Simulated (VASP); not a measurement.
# MgO (P6_3mc) in VASP: further runs, part 2 of 2

VASP 6.6.1. The steps go on from the part before.

## 4. Single point, PBE (supercell [3, 3, 4], atoms moved at random, drawn with an rms of 0.05 Å)

INCAR

```
SYSTEM = MgO
  PREC = Accurate
  ENCUT = 450
  EDIFF = 1E-5
  ISMEAR = 0
  SIGMA = 0.05
  LREAL = Auto
  LASPH = .True.
  NELM = 60
  ALGO = Fast
  ISIF = 2
  LWAVE = .False.
  LCHARG = .False.
  GGA = PE
  NBANDS = 366
  NSIM = 8
  LUSENCCL = .False.
```

KPOINTS

```
Automatic mesh
0
Gamma
  1 1 1
  0 0 0
```

POSCAR

```
MgO
1.0
    9.9233609595      0.0000000000      0.0000000000
   -4.9616804799      8.5938826818      0.0000000000
    0.0000000000      0.0000000000     19.9315266800
Mg O
72 72
Direct
    0.2247010000      0.1139790000      0.1260370000
    0.2198630000      0.1142720000      0.3762120000
    0.2216130000      0.1131400000      0.6260890000
    0.2231610000      0.1112100000      0.8763630000
    0.2197110000      0.4438760000      0.1248140000
    0.2241020000      0.4445830000      0.3751000000
[... 136 lines left out ...]
    0.7797530000      0.8867540000      0.6010420000
    0.7816350000      0.8940510000      0.8498490000
```

Potentials or basis: VASP PAW PBE potentials, release 64 (Mg, O).

The run is started by

```
$ cat potpaw_PBE.64/Mg/POTCAR potpaw_PBE.64/O/POTCAR > POTCAR
$ mpirun -np 1 vasp_gam > vasp.out
```

OUTCAR:

```text
SYSTEM = MgO
   PREC = Accurate
   ENCUT = 450
   EDIFF = 1E-5
   ISMEAR = 0
   LREAL = Auto
   LASPH = .True.
   NELM = 60
   ISIF = 2
   GGA = PE

 ion  position               nearest neighbor table
   1  0.225  0.114  0.126- 109 1.97 117 1.97  73 1.98 121 1.99  50 3.10  46 3.13  37 3.13  49 3.14
                            38 3.15  45 3.16  13 3.28   5 3.30  17 3.31   9 3.33  33 3.34  25 3.34
   2  0.220  0.114  0.376- 110 1.92 118 1.98 122 1.99  74 2.00  39 3.08  38 3.10  51 3.12  47 3.14
                            46 3.19  50 3.20  26 3.24   6 3.26  18 3.31  34 3.32  10 3.34  14 3.35
   3  0.222  0.113  0.626- 111 1.92  75 1.96 123 1.98 119 2.00  40 3.12  48 3.14  39 3.15  52 3.15
                            51 3.18  47 3.21  19 3.29   7 3.29  27 3.30  35 3.30  15 3.32  11 3.39
   4  0.223  0.111  0.876- 120 1.97  76 1.99 112 2.03 124 2.03  37 3.09  52 3.09  45 3.12  49 3.12
                            40 3.12  48 3.16  20 3.27  16 3.30  28 3.31  12 3.32  36 3.33   8 3.35
   5  0.220  0.444  0.125- 113 1.98 109 2.00 125 2.01  77 2.02  42 3.13  41 3.14  37 3.14  54 3.17
                            38 3.17  53 3.17  29 3.26  25 3.29   9 3.29   1 3.30  21 3.33  17 3.35
   6  0.224  0.445  0.375- 126 1.93  78 1.94 114 1.96 110 1.98  38 3.12  39 3.13  54 3.14  55 3.15
                            43 3.16  42 3.18   2 3.26  18 3.27  22 3.29  26 3.31  30 3.33  10 3.33
   7  0.219  0.444  0.626-  79 1.95 111 1.96 115 1.98 127 1.99  55 3.13  44 3.15  39 3.15  40 3.17
                            43 3.17  56 3.19  11 3.24  31 3.26   3 3.29  27 3.30  23 3.35  19 3.36
[... 776 lines left out ...]

  FORCE on cell =-STRESS in cart. coord.  units (eV):
  Direction    XX          YY          ZZ          XY          YZ          ZX
  --------------------------------------------------------------------------------------
  -------------------------------------------------------------------------------------
  Total       23.6821007     30.4691511     27.4558778     -2.1505728      1.4311158     -0.6395798
  in kB       22.3224589     28.7198496     25.8795751     -2.0271037      1.3489523     -0.6028601
  external PRESSURE =      25.6406279 kB  Pullay stress =       0.0000000 kB

 VOLUME and BASIS-vectors are now :
 -----------------------------------------------------------------------------
  energy-cutoff  :      450.00
  volume of cell :     1699.76
      direct lattice vectors                 reciprocal lattice vectors
     9.923360960  0.000000000  0.000000000     0.100772309  0.058180920 -0.000000000
    -4.961680480  8.593882682  0.000000000     0.000000000  0.116361840  0.000000000
     0.000000000  0.000000000 19.931526680     0.000000000 -0.000000000  0.050171771

 POSITION                                       TOTAL-FORCE (eV/Angst)
 -----------------------------------------------------------------------------------
      1.66426      0.97952      2.51211        -0.051937     -0.040186     -0.222585
      1.61480      0.98204      7.49848         0.617973     -0.279117      0.217440
      1.63778      0.97231     12.47891         0.498505     -0.417586     -0.348403
      1.66272      0.95573     17.46725        -0.334525      0.193312     -0.278745
     -0.02210      3.81462      2.48773         0.247535      0.003877      0.002979
      0.01797      3.82069      7.47632        -0.374270     -0.234224     -0.062974
[... 136 lines left out ...]
      3.33798      7.62066     11.97968        -0.362571      0.402192     -0.147942
      3.32045      7.68337     16.93879        -0.223843     -0.964954     -0.159978
 -----------------------------------------------------------------------------------
    total drift:                               -0.016319      0.012087      0.013502

  FREE ENERGIE OF THE ION-ELECTRON SYSTEM (eV)
  ---------------------------------------------------
  free  energy   TOTEN  =      -843.9105051771 eV

  energy  without entropy=     -843.9105051771  energy(sigma->0) =     -843.91050518
```

OSZICAR:

```text
N       E                     dE             d eps       ncg     rms          rms(c)
DAV:   1     0.458246564808E+04    0.45825E+04   -0.29150E+05   732   0.133E+03
DAV:   2    -0.537460982979E+03   -0.51199E+04   -0.49280E+04   922   0.327E+02
DAV:   3    -0.991352616255E+03   -0.45389E+03   -0.45030E+03   856   0.103E+02
DAV:   4    -0.998581149993E+03   -0.72285E+01   -0.72030E+01   808   0.147E+01
DAV:   5    -0.998675453208E+03   -0.94303E-01   -0.94224E-01   840   0.159E+00    0.701E+01
RMM:   6    -0.841385646906E+03    0.15729E+03   -0.70133E+02   782   0.368E+01    0.211E+01
RMM:   7    -0.844035490143E+03   -0.26498E+01   -0.41551E+01   856   0.787E+00    0.144E+01
RMM:   8    -0.843812430342E+03    0.22306E+00   -0.63450E+00   842   0.546E+00    0.246E+00
RMM:   9    -0.843832788127E+03   -0.20358E-01   -0.83000E-01   880   0.128E+00    0.156E+00
RMM:  10    -0.843892592728E+03   -0.59805E-01   -0.95838E-01   862   0.133E+00    0.105E+00
RMM:  11    -0.843910490813E+03   -0.17898E-01   -0.67529E-02   823   0.355E-01    0.413E-01
RMM:  12    -0.843910185512E+03    0.30530E-03   -0.20103E-02   880   0.195E-01    0.146E-01
RMM:  13    -0.843910333761E+03   -0.14825E-03   -0.70595E-03   882   0.118E-01    0.591E-02
RMM:  14    -0.843910481075E+03   -0.14731E-03   -0.14706E-03   945   0.418E-02    0.148E-02
RMM:  15    -0.843910500244E+03   -0.19169E-04   -0.14089E-04   807   0.129E-02    0.574E-03
RMM:  16    -0.843910505177E+03   -0.49331E-05   -0.25717E-05   642   0.710E-03
   1 F= -.84391051E+03 E0= -.84391051E+03  d E =-.572550E-17
```

It took 2.4 min on 1 × NVIDIA H100 80GB with 1 thread of AMD EPYC 7R13 (Zen 3), shared host; peak memory 2.4 GiB.

These settings aren't checked as converged: the numbers below hold their error.

What came out:

| Quantity | Value |
| --- | --- |
| Free energy | -843.9105 eV |
| Largest force | 1.557 eV/Å |
| Band gap on the k mesh | 3.36 eV |

Caveat: the k mesh is coarse (spacing up to 0.73 Å⁻¹), so the values aren't converged; the cutoff is under 1.25 times the usual one of these potentials, so pressure, stress and relaxed cells hold a basis-set (Pulay) error; an odd mesh through Γ misses points on the zone boundary, where band edges often lie; forces of over 1 eV/Å show positions far from the minimum, so gaps and moduli don't describe the material at rest.

## 5. The reference run

An earlier run on the cell as given: functional PBE; potentials or basis VASP PAW PBE potentials, release 64 (Mg, O); cutoff 520 eV; k mesh 9 × 9 × 6; occupations fermi-dirac, width 0.05 eV; no spin polarisation.

* Pressure: 3.0 GPa
* Largest force: 0.008 eV/Å
* Band gap on the k mesh: 3.46 eV, direct
